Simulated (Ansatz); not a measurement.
Relaxed (110) slab cut from InP (space group F-43m (No. 216)); the slab's formula is InP, its outer planes InP (top) and InP (bottom):

```yaml
crystal:
  lattice:
    - [4.21440, 0.00000, 0.00000]
    - [0.00000, 5.96007, 0.00000]
    - [0.00000, 0.00000, 25.53601]
  atoms:
    - { symbol: In, position: [0.50000, 0.44701, 0.31127] }
    - { symbol: P, position: [0.00000, 0.23798, 0.28461] }
    - { symbol: In, position: [0.00000, 0.01709, 0.37208] }
    - { symbol: P, position: [0.50000, 0.76769, 0.37745] }
    - { symbol: In, position: [0.50000, 0.51612, 0.46082] }
    - { symbol: P, position: [0.00000, 0.26419, 0.45685] }
    - { symbol: In, position: [0.00000, 0.01610, 0.53918] }
    - { symbol: P, position: [0.50000, 0.76418, 0.54316] }
    - { symbol: In, position: [0.50000, 0.51707, 0.62792] }
    - { symbol: P, position: [0.00000, 0.26766, 0.62256] }
    - { symbol: In, position: [0.00000, 0.94697, 0.68873] }
    - { symbol: P, position: [0.50000, 0.73794, 0.71539] }
```

These are results of DFT PBE, scalar-relativistic, plane waves, PAW (Ansatz), not measurements. Cutoff 420 eV; k points 8×6×1 on the computed 12-atom cell (Γ-centred); Gaussian smearing, width 0.05 eV; no spin polarisation. A dipole correction removes the field between periodic images along c.

The potential is the smooth part; its values at the atoms depend on the PAW datasets.

Problem. How does the plane-averaged electrostatic potential energy of an electron run along c, counted from the top of the valence band?

Solution. (z (Å), V (eV)): (2.27, 5.20), (2.55, 5.20), (2.84, 5.20), (3.12, 5.20), (3.40, 5.20), (3.69, 5.20), (3.97, 5.20), (4.26, 5.20), (4.54, 5.19), (4.82, 5.18), (5.11, 5.15), (5.39, 5.09), (5.67, 4.96), (5.96, 4.67), (6.24, 4.03), (6.53, 2.64), (6.81, 0.05), (7.09, -2.79), (7.38, -4.86), (7.66, -5.04), (7.94, -3.70), (8.23, -2.48), (8.51, -1.73), (8.80, -2.15), (9.08, -4.39), (9.36, -6.74), (9.65, -7.22), (9.93, -5.38), (10.21, -1.83), (10.50, 0.88), (10.78, 0.94), (11.07, -1.62), (11.35, -5.12), (11.63, -6.94), (11.92, -6.37), (12.20, -3.71), (12.48, -0.64), (12.77, 0.69), (13.05, -0.64), (13.34, -3.71), (13.62, -6.37), (13.90, -6.94), (14.19, -5.12), (14.47, -1.62), (14.75, 0.94), (15.04, 0.87), (15.32, -1.83), (15.61, -5.38), (15.89, -7.22), (16.17, -6.74), (16.46, -4.39), (16.74, -2.15), (17.02, -1.73), (17.31, -2.48), (17.59, -3.70), (17.88, -5.05), (18.16, -4.86), (18.44, -2.79), (18.73, 0.05), (19.01, 2.64), (19.29, 4.03), (19.58, 4.66), (19.86, 4.96), (20.15, 5.09), (20.43, 5.15), (20.71, 5.18), (21.00, 5.19), (21.28, 5.20), (21.56, 5.20), (21.85, 5.20), (22.13, 5.20), (22.41, 5.20), (22.70, 5.20), (22.98, 5.20), (23.27, 5.20)

The vacuum level lies 5.20 eV above the top of the valence band.

Cost: 1 run of about 8.7 core-minutes, on Intel Xeon Processor @ 2.70GHz (shared hosts).